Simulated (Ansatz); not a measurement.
# How far is PAW off for CuI?

```
CELL_PARAMETERS angstrom
3.80639 -3.78387 0.00000
3.80639 3.78387 0.00000
0.00000 0.00000 4.39147
ATOMIC_POSITIONS crystal
Cu 0.42044 0.57956 0.75000
Cu 0.57956 0.42044 0.25000
I 0.77004 0.22996 0.75000
I 0.22996 0.77004 0.25000
```

Atoms are numbered in the order listed.

Structure from Materials Project entry mp-1007922 (possibly hypothetical), not relaxed further. The listed cell was then made from it by scaling, straining or moving an atom.

Spin–orbit coupling is left out, though it moves levels of the heavy atoms by tenths of an eV or more.

Levels of theory: DFT, PBE, PAW with Ansatz's default frozen-core files, scalar-relativistic (Ansatz 0.2.0); DFT, PBE, all-electron LAPW, scalar-relativistic (Ansatz 0.2.0).

For PAW: a Γ-centred 5×5×6 k mesh, Fermi–Dirac smearing of 0.02 eV, cutoff 420 eV, no spin polarisation. LAPW targets a basis error of 0.5 meV/atom. The Ansatz runs share mesh, smearing and spin set-up. Plane-wave (PAW) pressures include the program's estimate of the Pulay term.

Stress and pressure are positive in compression.

The change that made this cell: volume scaled by 1.06.

PAW results:

| quantity | PAW |
| --- | --- |
| pressure (GPa) | -0.77 |
| stress xx (GPa) | 0.51 |
| stress yy (GPa) | -1.23 |
| stress zz (GPa) | -1.61 |
| force on I3, y (eV/Å) | 0.303 |
| band gap (eV) | 0.967 |

(1) What does all-electron LAPW give for the same quantities?

Results:

(1) 
```json
{"quantity": "pressure (GPa)", "LAPW": "-0.77"}
{"quantity": "stress xx (GPa)", "LAPW": "0.51"}
{"quantity": "stress yy (GPa)", "LAPW": "-1.22"}
{"quantity": "stress zz (GPa)", "LAPW": "-1.60"}
{"quantity": "force on I3, y (eV/Å)", "LAPW": "0.301"}
{"quantity": "band gap (eV)", "LAPW": "0.964"}
```
